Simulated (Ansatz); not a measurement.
**Na₃H: start and end of a relaxation**

A trial structure of Na₃H was built thus: random cell by space group and Wyckoff sites (P6/mmm, No. 191). The dimensions are guesses.

start.cif

```cif
data_structure
_symmetry_space_group_name_H-M 'P6/mmm'
_symmetry_Int_Tables_number 191
_cell_length_a 4.3917
_cell_length_b 4.3917
_cell_length_c 4.0856
_cell_angle_alpha 90.000
_cell_angle_beta 90.000
_cell_angle_gamma 120.000
_cell_volume 68.24
loop_
_atom_site_label
_atom_site_type_symbol
_atom_site_symmetry_multiplicity
_atom_site_Wyckoff_symbol
_atom_site_fract_x
_atom_site_fract_y
_atom_site_fract_z
_atom_site_occupancy
Na1 Na 3 f 0.50000 0.00000 0.00000 1
H1 H 1 a 0.00000 0.00000 0.00000 1
```

Theory: Ansatz 0.2.0, DFT PBE, scalar-relativistic, plane waves, PAW. Cutoff 420 eV, Gaussian smearing, Γ-centred meshes. Cell and atoms relax first on a coarse mesh and then on a finer one. In between, the cell is made exact in the group found at 0.06 Å. In metals the finer mesh still leaves noise of several meV/atom or more. The steps can't lower the symmetry of their start. No spin polarisation.

end.cif

```cif
data_structure
_symmetry_space_group_name_H-M 'P6/mmm'
_symmetry_Int_Tables_number 191
_cell_length_a 6.2373
_cell_length_b 6.2373
_cell_length_c 3.4682
_cell_angle_alpha 90.000
_cell_angle_beta 90.000
_cell_angle_gamma 120.000
_cell_volume 116.85
loop_
_atom_site_label
_atom_site_type_symbol
_atom_site_symmetry_multiplicity
_atom_site_Wyckoff_symbol
_atom_site_fract_x
_atom_site_fract_y
_atom_site_fract_z
_atom_site_occupancy
Na1 Na 3 f 0.50000 0.00000 0.00000 1
H1 H 1 a 0.00000 0.00000 0.00000 1
```

The symmetry stays P6/mmm (No. 191). The volume per atom grows by 71.2 %, from 17.1 to 29.2 Å³. The shortest distance goes from 2.20 Å (Na–H and Na–Na) to 3.12 Å (Na–H and Na–Na). The ratio c/a of the conventional cell changes by a factor of 0.60. The energy falls by about 0.95 eV/atom (the start's value is from the coarse mesh).

```json
{
  "Volume per atom": "29.21 Å³",
  "Density": "0.99 g/cm³",
  "Formation energy": "+0.39 eV/atom",
  "Gap on the 12×12×14 mesh of the 4-atom cell": "0 eV (a metal)"
}
```

The zero of energy is the elements' standard structures at the same level (H₂ as a molecule); no fitted shifts are applied. The separate elements lie lower, so it is unstable against them.

The last run used Gaussian smearing of 0.10 eV. H stands nearly free of neighbours here, and without spin polarisation the energy of such atoms comes out too high. With hydrogen, zero-point motion can shift formation energies by some tens of meV/atom. A structure relaxed within its symmetry needn't be a true minimum. In all, the 4 runs took 51 s on 1 thread of AMD EPYC 9R14 (Zen 4), with other jobs on the host. Another cell of Na3H relaxed alike, in Pmmm, lies 0.32 eV/atom lower, so this cell isn't the stable form at this level.
